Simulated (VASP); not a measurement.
# SiC (Moissanite 3C) (F-43m) in VASP: settings compared

The runs below take SiC (Moissanite 3C) through single point, relaxation of cell and atoms, with PBE, r2SCAN, rSCAN.

Program: VASP 6.6.1. These are calculated values, not measurements. Logs are shortened: lines on timing, memory, paths and dates and some standing lists are left out, and cuts for length are marked.

**Experimental background.**

From “Insight into the structural, elastic and electronic properties of a new orthorhombic 6O-SiC polytype”, 2020, pmc:7200658, for a bulk crystal of SiC: band gap 2.4 eV (indirect).

The results are compared with them further down.

## Step 1: The structure

The structure is cubic, space group F-43m (No. 216). Conventional cell: a = 4.358 Å, b = 4.358 Å, c = 4.358 Å, α = 90.00°, β = 90.00°, γ = 90.00°. Si (site symmetry -43m) has 4 C at 1.89 Å as nearest neighbours. C (site symmetry -43m) has 4 Si at 1.89 Å as nearest neighbours.

## Step 2: Single point, PBE

File INCAR:

```
SYSTEM = SiC
PREC = Accurate
ENCUT = 520
EDIFF = 1E-6
ISMEAR = 0
SIGMA = 0.02
LREAL = .FALSE.
LASPH = .TRUE.
NELM = 100
ALGO = Fast
ISIF = 2
LWAVE = .FALSE.
LCHARG = .FALSE.
GGA = PE
```

File KPOINTS:

```
Automatic mesh
0
G
  10 10 10
  0 0 0
```

File POSCAR:

```
SiC
1.0
    0.0000000000      2.1790000000      2.1790000000
    2.1790000000      0.0000000000      2.1790000000
    2.1790000000      2.1790000000      0.0000000000
Si C
1 1
Direct
    0.0000000000      0.0000000000      0.0000000000
    0.7500000000      0.7500000000      0.7500000000
```

Potentials or basis: VASP PAW PBE potentials, release 64 (Si, C).

On the command line:

```
$ cat potpaw_PBE.64/Si/POTCAR potpaw_PBE.64/C/POTCAR > POTCAR
$ mpirun -np 1 vasp_std > vasp.out
```

OUTCAR:

```text
SYSTEM = SiC
   PREC = Accurate
   ENCUT = 520
   EDIFF = 1E-6
   ISMEAR = 0
   LREAL = .FALSE.
   LASPH = .TRUE.
   NELM = 100
   ISIF = 2
   GGA = PE

 ion  position               nearest neighbor table
   1  0.000  0.000  0.000-   2 1.89   2 1.89   2 1.89   2 1.89
   2  0.750  0.750  0.750-   1 1.89   1 1.89   1 1.89   1 1.89

  LATTYP: Found a face centered cubic cell.
 ALAT       =     4.3580000000

  Lattice vectors:

 A1 = (   0.0000000000,   2.1790000000,   2.1790000000)
 A2 = (   2.1790000000,   0.0000000000,   2.1790000000)
 A3 = (   2.1790000000,   2.1790000000,   0.0000000000)

Analysis of symmetry for initial positions (statically):
=====================================================================
 Subroutine PRICEL returns:
 Original cell was already a primitive cell.

 Routine SETGRP: Setting up the symmetry group for a
 face centered cubic supercell.

 Subroutine GETGRP returns: Found 24 space group operations
 (whereof 24 operations were pure point group operations)
 out of a pool of 48 trial point group operations.

The static configuration has the point symmetry T_d .

Analysis of symmetry for dynamics (positions and initial velocities):
=====================================================================
 Subroutine PRICEL returns:
 Original cell was already a primitive cell.

 Routine SETGRP: Setting up the symmetry group for a
 face centered cubic supercell.

 Subroutine GETGRP returns: Found 24 space group operations
 (whereof 24 operations were pure point group operations)
 out of a pool of 48 trial point group operations.

The dynamic configuration has the point symmetry T_d .

 Subroutine INISYM returns: Found 24 space group operations
 (whereof 24 operations are pure point group operations),
 and found     1 'primitive' translations

----------------------------------------------------------------------------------------

                                     Primitive cell

  volume of cell :      20.6920

  direct lattice vectors                    reciprocal lattice vectors
     0.000000000  2.179000000  2.179000000    -0.229463056  0.229463056  0.229463056
     2.179000000  0.000000000  2.179000000     0.229463056 -0.229463056  0.229463056
     2.179000000  2.179000000  0.000000000     0.229463056  0.229463056 -0.229463056

  length of vectors
     3.081571352  3.081571352  3.081571352     0.397441672  0.397441672  0.397441672

  position of ions in fractional coordinates (direct lattice)
     0.000000000  0.000000000  0.000000000
     0.750000000  0.750000000  0.750000000

  ion indices of the primitive-cell ions
[... 82 lines left out ...]
   ISYM   =      2    0-nonsym 1-usesym 2-fastsym
   POTIM  = 0.5000    time-step for ionic-motion
   TEBEG  =    0.0;   TEEND  =   0.0 temperature during run
   PSTRESS=    0.0 pullay stress
   NELECT =       8.0000    total number of electrons
   NUPDOWN=      -1.0000    fix difference up-down
   EMIN   =  10.00;   EMAX   =-10.00  energy-range for DOS
   EFERMI =   0.00;   METHOD = LEGACY
   ISMEAR =     0;   SIGMA  =   0.02  broadening in eV -4-tet -1-fermi 0-gaus
   EFERMI_NEDOS =   21; number of points for ismear=-14 and -15
   IALGO  =     68    algorithm
   IMIX   =      4    mixing-type and parameters
     AMIX     =   0.40;   BMIX     =  1.00
     AMIX_MAG =   1.60;   BMIX_MAG =  1.00
  volume/ion in A,a.u.               =      10.35        69.82
  Fermi-wavevector in a.u.,A,eV,Ry     =   1.192626  2.253736 19.352338  1.422357
  Thomas-Fermi vector in A             =   2.328660
   LORBIT       =      0    0 simple, 1 ext, 2 COOP (PROOUT), +10 PAW based schemes
   GGA     = PE    functional components
   LHFCALC =     F    Hartree Fock is set to
   AEXX    =    0.0000 exact exchange contribution
   IVDW    =     0    specifies the selected vdW correction
   LEPSILON=     F    determine dielectric tensor
   LRPA    =     F    only Hartree local field effects (RPA)
 non-spin polarized calculation
 RMM-DIIS sequential band-by-band and
 Gauss-broadening in eV      SIGMA  =   0.02
  energy-cutoff  :      520.00
  volume of cell :       20.69
 maximum number of plane-waves:       568
   NGX = 11   NGY = 11   NGZ = 11

 number of electron       8.0000001 magnetization

 Free energy of the ion-electron system (eV)
  ---------------------------------------------------
  ext. energy  EPLUGINS =         0.00000000
  ---------------------------------------------------
  free energy    TOTEN  =       -15.05771974 eV

  energy without entropy =      -15.05771974  energy(sigma->0) =      -15.05771974

 E-fermi :   8.2538     XC(G=0): -11.3562

 val. band max:        8.1064938441   @ k =   0.0000   0.0000   0.0000
 cond. band min:       9.4639487752   @ k =   0.5000   0.5000   0.0000
 fundamental gap:      1.3574549311
 Fermi energy:         8.2538346700

 k-point     1 :       0.0000    0.0000    0.0000
  band No.  band energies     occupation
      1      -7.2965      2.00000
      2       8.1065      2.00000
      3       8.1065      2.00000
      4       8.1065      2.00000
      5      14.3406      0.00000
      6      15.4145      0.00000
      7      15.4145      0.00000
      8      15.4145      0.00000
[... 243 lines left out ...]
 k-point    24 :       0.4000    0.3000    0.0000
  band No.  band energies     occupation
      1      -4.1555      2.00000
      2       2.5268      2.00000
      3       4.9556      2.00000
      4       5.4822      2.00000
      5      10.9768      0.00000
      6      13.7316      0.00000
      7      19.7290      0.00000
      8      20.0393      0.00000

 [... further k-points ...]

------------------------ aborting loop because EDIFF is reached ----------------------------------------

  FORCE on cell =-STRESS in cart. coord.  units (eV):
  Direction    XX          YY          ZZ          XY          YZ          ZX
  --------------------------------------------------------------------------------------
  -------------------------------------------------------------------------------------
  Total        0.4150644      0.4150644      0.4150644     -0.0000000     -0.0000000      0.0000000
  in kB       32.1384090     32.1384090     32.1384090     -0.0000000     -0.0000000      0.0000000
  external PRESSURE =      32.1384090 kB  Pullay stress =       0.0000000 kB

 VOLUME and BASIS-vectors are now :
 -----------------------------------------------------------------------------
  energy-cutoff  :      520.00
  volume of cell :       20.69
      direct lattice vectors                 reciprocal lattice vectors
     0.000000000  2.179000000  2.179000000    -0.229463056  0.229463056  0.229463056
     2.179000000  0.000000000  2.179000000     0.229463056 -0.229463056  0.229463056
     2.179000000  2.179000000  0.000000000     0.229463056  0.229463056 -0.229463056

 POSITION                                       TOTAL-FORCE (eV/Angst)
 -----------------------------------------------------------------------------------
      0.00000      0.00000      0.00000         0.000000      0.000000     -0.000000
      3.26850      3.26850      3.26850        -0.000000     -0.000000      0.000000
 -----------------------------------------------------------------------------------
    total drift:                               -0.000000     -0.000000     -0.000000

  FREE ENERGIE OF THE ION-ELECTRON SYSTEM (eV)
  ---------------------------------------------------
  free  energy   TOTEN  =       -15.0577197359 eV

  energy  without entropy=      -15.0577197359  energy(sigma->0) =      -15.05771974
```

It took 9.5 s on 1 thread of Intel Xeon Platinum 8375C at 2.90GHz (Ice Lake), shared host; peak memory 0.13 GiB.

Results:

```
Free energy            : -15.0577 eV
Pressure               : 3.2 GPa
Band gap on the k mesh : 1.36 eV, indirect (least direct gap 4.54 eV)
```

## Step 3: Single point, PBE

File INCAR:

```
SYSTEM = SiC
ALGO = Fast
EDIFF = 1E-7
ENCUT = 520
GGA = PE
ISIF = 2
ISMEAR = 0
LASPH = .True.
LCHARG = .True.
LELF = .True.
LREAL = .False.
LVHAR = .True.
LWAVE = .False.
NBANDS = 11
NELM = 60
PREC = Accurate
SIGMA = 0.020999999999999998
```

File KPOINTS:

```
k-points
0
Gamma
  10 10 10
  0 0 0
```

POSCAR is that of step 2.

Potentials or basis: VASP PAW PBE potentials, release 64 (Si, C).

On the command line:

```
$ cat potpaw_PBE.64/Si/POTCAR potpaw_PBE.64/C/POTCAR > POTCAR
$ mpirun -np 1 vasp_std > vasp.out
```

Wall time 7.5 s (1 thread of Intel Xeon Platinum 8488C (Sapphire Rapids), shared host); peak memory 0.13 GiB.

It converged, with:

| Item | Value |
| --- | --- |
| Free energy | -15.0577 eV |
| Pressure | 3.2 GPa |
| Band gap on the k mesh | 1.36 eV, indirect (least direct gap 4.54 eV) |

Levels at points of the mesh, in eV from the valence-band top:
```
           k point  band 1  band 2  band 3  band 4  band 5  band 6  band 7  band 8  band 9
(0.00, 0.00, 0.00)  -15.40    0.00    0.00    0.00    6.23    7.31    7.31    7.31   14.51
(0.50, 0.00, 0.00)  -11.84   -8.53   -1.05   -1.05    5.43    7.23    7.23   10.05   16.20
(0.50, 0.50, 0.00)  -10.39   -7.79   -3.18   -3.18    1.36    4.32   14.04   14.04   14.79
```

(Continued in part 2 of 2.)
